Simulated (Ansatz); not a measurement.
# 3-layer 2H-MoS2 (2H stacking) in a perpendicular field, part 2 of 4

What dipole does a perpendicular field induce in the 3-layer 2H-MoS2 (2H stacking), and does the gap follow? A positive field points along +c.

Ansatz 0.2.0; plane-wave DFT, LDA, Ansatz PAW (set soft_1); PAW set soft_1 (the session's first sound run).

So far. Step 2 (Relaxation): The lattice constant a goes from 3.180 to 3.122 Å.

## Step 3: Single point, field 0

A sawtooth potential applies the field, turning back in the middle of the vacuum. With the dipole correction the typed value is the field outside the slab. The induced dipole is small, so the SCF threshold is tight.

The cell differs from the one that the last finished run ended in (c 62.588 → 33.175 Å).

Input file input.yaml:

```yaml
crystal:
  lattice:
    - [3.1215280837, 0.0, 0.0]
    - [-1.5607640418, 2.7033226191, 0.0]
    - [0.0, 0.0, 33.1750803711]
  atoms:
    - { symbol: S, position: [0.3333333333, 0.6666666667, 0.2712879637] }
    - { symbol: Mo, position: [0.0, 0.0, 0.3180669939] }
    - { symbol: S, position: [0.3333333333, 0.6666666667, 0.3649363507] }
    - { symbol: S, position: [0.0, 0.0, 0.4531441725] }
    - { symbol: Mo, position: [0.3333333333, 0.6666666667, 0.5] }
    - { symbol: S, position: [0.0, 0.0, 0.5468558275] }
    - { symbol: S, position: [0.3333333333, 0.6666666667, 0.6350636493] }
    - { symbol: Mo, position: [0.0, 0.0, 0.6819330061] }
    - { symbol: S, position: [0.3333333333, 0.6666666667, 0.7287120363] }
kpoints:
  mp_grid: { grid: [18, 18, 1] }
  band_path:
    path: [[0, 0, 0], [0.5, 0, 0], [0.33333333, 0.33333333, 0], [0, 0, 0]]
    npoints: 16
hamiltonian:
  xc: lda
  pseudopotentials: { kind: paw, azcp: { folder: soft_1 }, xc_functional: pbe }
scf:
  occupations: { method: fermi_dirac, width: 0.02585 }
  convergence: { dr2_threshold: 1.0e-10 }
efield:
  axis: 3
  dipole_correction: true
  ramp_position: 0.97
  ramp_width: 0.06
  amplitude: 0
output:
  dos: { projected: true, e_range: [-6, 5] }
  bader: true
  write_potential: true
  write_density: true
  volumetric_format: npy
  elf: true
```

Launch:

```bash
> ansatz run input.yaml --threads 4 --pin off --max-ram 6144MiB --backend cpu --events-out ev --progress --plain --runs-dir out
```

Numbers of over 12 decimals in the logs are rounded to 6 here.

What it wrote:

```text
[...]
Crystal: 9 atoms, lattice volume = 279.948 Å³
Basis set: ecut = 420 eV, 5427 PW (Γ)
Bands: 48, of which v1, the nominal top of the filled ones, is band 39 counted from 1 (38 counted from 0)
Symmetry: 6 space group operations
k-points: 37 of 324 (time reversal used)
[...]
SCF iter   1: F=—  HF=-19758.871946 eV  |F-HF|=—  |Δ(HF+E_count)|=         —  Δρ=6.45e-2  dr2=1.67e1  ethr=3.10e-3  p=0.000 e·Å  D=4.88e-14 V/Å  ΔV_dip=-0.00 eV  dr2_dipole=5.74e-9  V_vac-E_F(+/−)=5.48/5.48 eV  ⟨swp⟩=12.3  Hψ=10590  notcnv=0
efield: sawtooth ramp at fractional position 0.9700 (set: `efield.ramp_position`, or a place that a band, a saddle search or an elastic batch's reference lends), width 0.0600; the density the first Hamiltonian is built on has a dipole p = 0.000 e·Å; the dipole correction subtracts the counter field D = 4.88e-14 V/Å, which shifts the + side's vacuum level by -0.00 eV against the − side's; the planar-averaged density in the ramp window peaks in size at 2.7e-6 e/Å³
[...]
SCF iter   2: F=—  HF=-19755.515202 eV  |F-HF|=—  |Δ(HF+E_count)|=    3.36e0  Δρ=2.67e-2  dr2=5.48e0  ethr=3.10e-3  p=0.000 e·Å  D=8.58e-6 V/Å  ΔV_dip=-0.00 eV  dr2_dipole=2.27e-8  V_vac-E_F(+/−)=6.23/6.23 eV  ⟨swp⟩=3.9  Hψ=4383  notcnv=0  defer=100
[...]
SCF iter  15: F=-19754.635915 eV  HF=-19754.635915 eV  |F-HF|=1.38e-10  |Δ(HF+E_count)|=  2.18e-11  Δρ=6.97e-8  dr2=4.20e-11  ethr=1.00e-12  p=-0.000 e·Å  D=-2.05e-7 V/Å  ΔV_dip=0.00 eV  dr2_dipole=7.56e-12  V_vac-E_F(+/−)=5.05/5.05 eV  ⟨swp⟩=12.7  Hψ=5491  notcnv=0
SCF 1 converged in 15 iterations: F = -19754.635915 eV  dr2 = 4.20e-11
[...]
NSCF: frozen V_eff on 49 k-points
efield: sawtooth ramp at fractional position 0.9700 (kept from the solve that this one continues, or follows in the run), width 0.0600; the density the first Hamiltonian is built on has a dipole p = -0.000 e·Å; the dipole correction subtracts the counter field D = -2.05e-7 V/Å, which shifts the + side's vacuum level by +0.00 eV against the − side's; the planar-averaged density in the ramp window peaks in size at 2.7e-6 e/Å³
[...]
SCF converged after 15 iterations
Free energy (F): -19754.635915 eV
[...]
Internal energy: -19754.635915 eV  (E = F + TS)
E sigma→0 (E₀):  -19754.635915 eV
Fermi energy:    4.202815 eV
Dipole field:    D = 0.000003 V/Å  (p = 0.000005 e·Å, saw-weighted, corrected)
Work function:   Φ+ = 5.0484 eV   Φ− = 5.0485 eV
Levels:          The Fermi level and band energies are counted from a zero that moves with the ramp; work functions are not
[...]
--- Band table (eV; the first three rows and the last of 37) ---
  k-point 0: bands = [... 35 lower, 2.0403, 2.6954, 3.3948, 3.7483, 5.9964, 5.9964, 6.0163, 6.0163, ... 5 higher]
  k-point 1: bands = [... 35 lower, 2.2226, 2.7019, 3.3630, 3.6672, 5.9353, 5.9494, 5.9552, 6.0710, ... 5 higher]
  k-point 2: bands = [... 35 lower, 2.3841, 2.6946, 3.2225, 3.4104, 5.7870, 5.7978, 5.8181, 5.8182, ... 5 higher]
  k-point 36: bands = [... 35 lower, 1.0268, 2.9848, 3.0653, 3.1424, 4.9365, 4.9387, 4.9399, 5.6295, ... 5 higher]
--- Bader charges: 9 sites ---
  site symbol  charge [e]  shift [e]
     0      S     -0.5769     0.0015
     1     Mo      1.1514     0.0030
     2      S     -0.5746     0.0015
     3      S     -0.5740     0.0015
     4     Mo      1.1483     0.0029
     5      S     -0.5740     0.0015
     6      S     -0.5747     0.0015
     7     Mo      1.1514     0.0030
     8      S     -0.5769     0.0015
  estimated error of the sums over rays = 3.7e-4 e
```

It took 38 s on 4 threads of Arm Neoverse V2, shared host; peak memory 0.89 GiB.

This step gave:

```
gap on the k-mesh                  : 0.9615 eV
dipole along the normal            : 4.52e-6 e·Å
gap along the path                 : 0.9556 eV
smallest direct gap along the path : 1.794 eV
ionisation energy, upper face      : 5.503 eV
electron affinity, upper face      : 4.547 eV
gap, the smaller of path and mesh  : 0.9556 eV
```

Running mean over a fixed 2.5 Å (it still follows the layers) of the planar mean; the ramp of the sawtooth is left out. Electron's electrostatic potential energy less the Fermi level against z:

```
z (Å)  electron's electrostatic potential energy less the Fermi level (eV)
    4                                                                 5.05
    5                                                                 5.05
    6                                                                 5.02
    7                                                                 4.38
    8                                                               -0.523
    9                                                                -6.52
   10                                                                -12.6
   11                                                                -12.6
   12                                                                -7.44
   13                                                                -1.70
   14                                                                -1.21
   15                                                                -6.27
   16                                                                -12.6
   17                                                                -12.5
   18                                                                -7.75
   19                                                                -1.84
   20                                                                -1.12
   21                                                                -5.99
   22                                                                -12.5
   23                                                                -12.5
   24                                                                -8.04
   25                                                                -1.53
   26                                                                 3.90
   27                                                                 5.00
   28                                                                 5.05
   29                                                                 5.05
```

The density of states has structure finer than the step of the table below, so its rows give means over 0.2 eV, whole bins alone (the curve runs from -6 to 1.66 eV). Peaks (eV: height): -4.35: 25.4, -4.24: 18.9, -3.19: 16.3, -3.05: 15.7, -1.92: 16.6, 1.33: 15.8, 1.42: 16.2.

Density of states against energy, zero at the Fermi level of the run, which the smearing sets inside the gap; means over each step:

```
energy (eV)  density of states (states/eV a cell)
       -5.8                                  2.43
       -5.6                                  2.90
       -5.4                                  4.47
       -5.2                                  8.13
       -5.0                                  9.40
       -4.8                                  8.73
       -4.6                                  7.00
       -4.4                                  10.9
       -4.2                                  10.0
       -4.0                                  6.65
       -3.8                                  4.43
       -3.6                                  4.87
       -3.4                                  4.80
       -3.2                                  8.95
       -3.0                                  11.4
       -2.8                                  8.44
       -2.6                                  6.76
       -2.4                                  7.35
       -2.2                                  5.97
       -2.0                                  8.34
       -1.8                                  9.96
       -1.6                                  7.05
       -1.4                                  3.88
       -1.2                                  1.83
       -1.0                                 0.737
       -0.8                                 0.518
       -0.6                                 0.258
       -0.4                                0.0324
       -0.2                                     0
        0.0                                     0
        0.2                                     0
        0.4                                0.0100
        0.6                                  1.40
        0.8                                  3.83
        1.0                                  6.37
        1.2                                  9.94
        1.4                                  13.5
```

Projected DOS per atom over height of the atomic layer and energy from the Fermi level. Layers: S Mo S S Mo S S Mo S from below.

Ten even steps from '_' (0.00 states/eV) to '@' (2.75 states/eV), each cell a mean:
```
--@@::::@@::::@@--
..**....**....**..
__::____--____::__
__________________
__________________
__________________
__________________
__________________
__::____::____::__
::++....++....++::
::==::::==::::==::
--..----..----..--
--::----::----::--
==================
..::....::....::..
..::....::....::..
::--::------::--::
--==----==----==--
----::------::----
------------------
..................
..__....__....__..
```
Columns: height of the atomic layer (Å) from 9 to 24.2 (not evenly spaced); rows upwards: energy from the Fermi level (eV) from -5.96 to 1.6.

The electronic bands at the labelled points (eV, zero at the Fermi level of the run, which the smearing sets inside the gap):

```
  point  band 36  band 37  band 38  band 39  band 40  band 41  band 42  band 43
      Γ    -2.16    -1.51    -0.81    -0.45     1.79     1.79     1.81     1.81
halfway    -2.16    -1.96    -1.86    -1.85     0.87     1.14     1.29     1.39
      M    -1.89    -1.84    -1.77    -1.75     1.32     1.34     1.36     1.72
halfway    -2.83    -1.52    -1.43    -1.35     1.16     1.22     1.26     1.98
      K    -3.18    -1.22    -1.14    -1.06     0.73     0.74     0.74     1.43
halfway    -2.03    -1.95    -1.93    -1.93     0.51     0.81     1.15     1.42
      Γ    -2.16    -1.51    -0.81    -0.45     1.79     1.79     1.81     1.81
```

ELF in the ca plane at fractional y = 0.667, with atoms of S and Mo within 0.2 Å of it. It is the smooth field of the valence electrons, not physical close to the nuclei.

Values, 5 rows by 16 columns, each cell a mean:
```
0.00 0.00 0.00 0.00 0.00 0.01 0.10 0.27 0.23 0.26 0.26 0.10 0.43 0.75 0.45 0.36
0.00 0.00 0.00 0.00 0.00 0.09 0.45 0.63 0.32 0.29 0.62 0.38 0.29 0.66 0.35 0.31
0.00 0.00 0.00 0.00 0.02 0.40 0.88 0.53 0.52 0.45 0.52 0.80 0.09 0.26 0.49 0.57
0.00 0.00 0.00 0.00 0.03 0.47 0.91 0.32 0.53 0.47 0.31 0.85 0.09 0.19 0.54 0.59
0.00 0.00 0.00 0.00 0.01 0.19 0.68 0.76 0.41 0.35 0.75 0.58 0.20 0.54 0.36 0.38
```
Columns run along c (16.0 Å, from fractional 0.05 to 0.54 of the cell), rows up along a (3.1 Å). Atoms in or near the plane, at fractional coordinates: S at (0.27, 0.33), S at (0.36, 0.33), Mo at (0.50, 0.33).

Valence density in the ca plane at fractional y = 0.667, with atoms of S and Mo within 0.2 Å of it. It is the smooth field of the valence electrons, not physical close to the nuclei.

Ten steps, logarithmic in the rise over the least value, from '0' (0.0 e/Å³) to '9' (6.9 e/Å³), each cell a mean:
```
00000000000000000012333455433221112344443334
00000000000000000012233455433221112344443334
00000000000000000123444444444432111334444544
00000000000000001245565433456554211223457875
00000000000000001356455433465565311122479997
00000000000000001356455433465465311122479997
00000000000000001245665433456654211223468886
00000000000000000134444444444442111234445554
```
Columns run along c (16.0 Å, from fractional 0.05 to 0.54 of the cell), rows up along a (3.1 Å). Atoms in or near the plane, at fractional coordinates: S at (0.27, 0.33), S at (0.36, 0.33), Mo at (0.50, 0.33).

Electrostatic potential energy in the ca plane at fractional y = 0.667, with atoms of S and Mo within 0.2 Å of it. With pseudopotentials it is smooth inside the atoms' cores, unlike the true potential.

Ten even steps from '0' (-43 eV) to '9' (9 eV), each cell a mean:
```
99999999999999999999988655789999999877888888
99999999999999999999998655789999999877888888
99999999999999999998788777788889999988886668
99999999999999999974236888862258999999851015
99999999999999999951103888720116999999720001
99999999999999999951203788721116999999710001
99999999999999999973126888851147999999840004
99999999999999999998778777787789999988876567
```
Columns run along c (16.0 Å, from fractional 0.05 to 0.54 of the cell; values clipped at the 3rd and 97th percentile), rows up along a (3.1 Å). Atoms in or near the plane, at fractional coordinates: S at (0.27, 0.33), S at (0.36, 0.33), Mo at (0.50, 0.33).

The gap is 0.96 eV, with the valence edge 5.50 eV and the conduction edge 4.55 eV under the upper vacuum level.

## Step 4: Atoms held, field 0.1 V/Å

input.yaml: that of step 3 with these lines changed.

```diff
@@ -29,8 +29,6 @@
   dipole_correction: true
-  ramp_position: 0.97
-  ramp_width: 0.06
-  amplitude: 0
+  ramp_position: 0.9623
+  ramp_width: 0.0754
+  amplitude: 0.1
 output:
-  dos: { projected: true, e_range: [-6, 5] }
-  bader: true
   write_potential: true
@@ -38,2 +36 @@
   volumetric_format: npy
-  elf: true
```

What it wrote:

```text
[...]
Crystal: 9 atoms, lattice volume = 279.948 Å³
Basis set: ecut = 420 eV, 5427 PW (Γ)
Bands: 48, of which v1, the nominal top of the filled ones, is band 39 counted from 1 (38 counted from 0)
Symmetry: 6 space group operations
k-points: 37 of 324 (time reversal used)
[...]
k-point 0: bands = [... 35 lower, 2.0391, 2.6954, 3.3923, 3.7545, 5.9381, 5.9381, 6.0025, 6.0025, ... 5 higher]
  k-point 1: bands = [... 35 lower, 2.2219, 2.7038, 3.3596, 3.6744, 5.8680, 5.9381, 6.0177, 6.0313, ... 5 higher]
  k-point 2: bands = [... 35 lower, 2.3791, 2.7006, 3.2158, 3.4215, 5.7271, 5.7464, 5.8230, 5.9048, ... 5 higher]
  k-point 36: bands = [... 35 lower, 1.0609, 2.9529, 3.0589, 3.1799, 4.8572, 4.9362, 5.0209, 5.6222, ... 5 higher]
[key lines of the parts left out:]
SCF converged after 16 iterations
Free energy (F): -19754.639543 eV
Fermi energy:    4.201007 eV
Dipole field:    D = 0.046901 V/Å  (p = 0.072560 e·Å, saw-weighted, corrected)
```

The job ended after 26 s (4 threads; peak memory 0.83 GiB; 1.7 min of CPU time).

The dipole is 0.0726 e·Å, and the gap 0.940 eV.

## Step 5: Single point, field -0.1 V/Å

input.yaml: that of step 4 with these lines changed.

```diff
@@ -31,3 +31,3 @@
   ramp_width: 0.0754
-  amplitude: 0.1
+  amplitude: -0.1
 output:
```

What it wrote:

```text
[...]
Crystal: 9 atoms, lattice volume = 279.948 Å³
Basis set: ecut = 420 eV, 5427 PW (Γ)
Bands: 48, of which v1, the nominal top of the filled ones, is band 39 counted from 1 (38 counted from 0)
Symmetry: 6 space group operations
k-points: 37 of 324 (time reversal used)
[...]
k-point 0: bands = [... 35 lower, 2.0391, 2.6954, 3.3923, 3.7545, 5.9381, 5.9381, 6.0025, 6.0025, ... 5 higher]
  k-point 1: bands = [... 35 lower, 2.2219, 2.7038, 3.3596, 3.6744, 5.8680, 5.9381, 6.0177, 6.0313, ... 5 higher]
  k-point 2: bands = [... 35 lower, 2.3791, 2.7006, 3.2158, 3.4215, 5.7271, 5.7464, 5.8230, 5.9048, ... 5 higher]
  k-point 36: bands = [... 35 lower, 1.0609, 2.9529, 3.0589, 3.1799, 4.8572, 4.9362, 5.0209, 5.6222, ... 5 higher]
[key lines of the parts left out:]
SCF converged after 16 iterations
Free energy (F): -19754.639543 eV
Fermi energy:    4.201007 eV
Dipole field:    D = -0.046900 V/Å  (p = -0.072559 e·Å, saw-weighted, corrected)
```

Wall time 26 s (4 threads); peak memory 0.84 GiB.

The dipole is -0.0726 e·Å, and the gap 0.940 eV.

## Step 6: Atoms held, field 0.2 V/Å

input.yaml: that of step 5 with these lines changed.

```diff
@@ -31,3 +31,3 @@
   ramp_width: 0.0754
-  amplitude: -0.1
+  amplitude: 0.2
 output:
```

What it wrote:

```text
[...]
Crystal: 9 atoms, lattice volume = 279.948 Å³
Basis set: ecut = 420 eV, 5427 PW (Γ)
Bands: 48, of which v1, the nominal top of the filled ones, is band 39 counted from 1 (38 counted from 0)
Symmetry: 6 space group operations
k-points: 37 of 324 (time reversal used)
[...]
k-point 0: bands = [... 35 lower, 2.0354, 2.6955, 3.3853, 3.7725, 5.8570, 5.8570, 5.9989, 5.9989, ... 5 higher]
  k-point 1: bands = [... 35 lower, 2.2205, 2.7095, 3.3504, 3.6946, 5.7853, 5.9346, 5.9417, 6.0039, ... 5 higher]
  k-point 2: bands = [... 35 lower, 2.3657, 2.7172, 3.1997, 3.4506, 5.6375, 5.6856, 5.8364, 5.8917, ... 5 higher]
  k-point 36: bands = [... 35 lower, 1.1260, 2.8859, 3.0546, 3.2487, 4.7747, 4.9353, 5.1018, 5.6010, ... 5 higher]
[key lines of the parts left out:]
SCF converged after 16 iterations
Free energy (F): -19754.650427 eV
Fermi energy:    4.195987 eV
Dipole field:    D = 0.093811 V/Å  (p = 0.145134 e·Å, saw-weighted, corrected)
```

Run time: 27 s. Hardware: 4 threads; peak memory 0.83 GiB; 1.7 min of CPU time.

The dipole is 0.145 e·Å, and the gap 0.895 eV.

## Step 7: Atoms held, field -0.2 V/Å

input.yaml: that of step 6 with these lines changed.

```diff
@@ -31,3 +31,3 @@
   ramp_width: 0.0754
-  amplitude: 0.2
+  amplitude: -0.2
 output:
```

What it wrote:

```text
[...]
Crystal: 9 atoms, lattice volume = 279.948 Å³
Basis set: ecut = 420 eV, 5427 PW (Γ)
Bands: 48, of which v1, the nominal top of the filled ones, is band 39 counted from 1 (38 counted from 0)
Symmetry: 6 space group operations
k-points: 37 of 324 (time reversal used)
[...]
k-point 0: bands = [... 35 lower, 2.0354, 2.6955, 3.3853, 3.7725, 5.8570, 5.8570, 5.9989, 5.9989, ... 5 higher]
  k-point 1: bands = [... 35 lower, 2.2205, 2.7095, 3.3504, 3.6946, 5.7853, 5.9346, 5.9417, 6.0039, ... 5 higher]
  k-point 2: bands = [... 35 lower, 2.3657, 2.7172, 3.1997, 3.4506, 5.6374, 5.6856, 5.8364, 5.8917, ... 5 higher]
  k-point 36: bands = [... 35 lower, 1.1260, 2.8859, 3.0546, 3.2487, 4.7747, 4.9353, 5.1018, 5.6010, ... 5 higher]
[key lines of the parts left out:]
SCF converged after 16 iterations
Free energy (F): -19754.650427 eV
Fermi energy:    4.195986 eV
Dipole field:    D = -0.093812 V/Å  (p = -0.145135 e·Å, saw-weighted, corrected)
```

Elapsed: 26 s, on 4 threads; peak memory 0.83 GiB; 1.7 min of CPU time.

The dipole is -0.145 e·Å, and the gap 0.895 eV.

## Step 8: Single point, field 0.35 V/Å

input.yaml: that of step 7 with these lines changed.

```diff
@@ -29,6 +29,8 @@
   dipole_correction: true
-  ramp_position: 0.9623
-  ramp_width: 0.0754
-  amplitude: -0.2
+  ramp_position: 0.9447
+  ramp_width: 0.1107
+  amplitude: 0.35
 output:
+  dos: { projected: true, e_range: [-6, 5] }
+  bader: true
   write_potential: true
@@ -36 +38,2 @@
   volumetric_format: npy
+  elf: true
```

What it wrote:

```text
[...]
Crystal: 9 atoms, lattice volume = 279.948 Å³
Basis set: ecut = 420 eV, 5427 PW (Γ)
Bands: 48, of which v1, the nominal top of the filled ones, is band 39 counted from 1 (38 counted from 0)
Symmetry: 6 space group operations
k-points: 37 of 324 (time reversal used)
[...]
--- Bader charges: 9 sites ---
  site symbol  charge [e]  shift [e]
     0      S     -0.5921     0.0015
     1     Mo      1.1511     0.0030
     2      S     -0.5667     0.0015
     3      S     -0.5818     0.0015
     4     Mo      1.1482     0.0029
     5      S     -0.5661     0.0015
     6      S     -0.5825     0.0015
     7     Mo      1.1515     0.0029
     8      S     -0.5616     0.0015
  estimated error of the sums over rays = 3.8e-4 e
[key lines of the parts left out:]
SCF converged after 16 iterations
Free energy (F): -19754.680367 eV
Fermi energy:    4.183844 eV
Dipole field:    D = 0.164230 V/Å  (p = 0.254079 e·Å, saw-weighted, corrected)
```

Wall time 39 s (4 threads); peak memory 0.87 GiB; 2.5 min of CPU time.

The dipole is 0.254 e·Å, and the gap 0.783 eV.

[end of part 2 of 4]

[Logs are printed without paths, hosts, clocks, repeated set-up lines and the standing remarks that a program may print on its own settings, such as how far it seeks lower states.]

[Hosts, paths, dates, database ids (printed as entryN), source tags and the programs' standing remarks are cut or masked in the printed files.]

[Maps of the electrostatic potential energy from Ansatz leave out the sawtooth potential of an applied field or a dipole correction, so their vacuum need not be flat; planar profiles and work functions include it.]

[The density of states shown here was stored with 400 of the rows of the run's finer table, so its peaks can read low, often by over a quarter, or be missed, and its means over a window can be off by a tenth or more.]
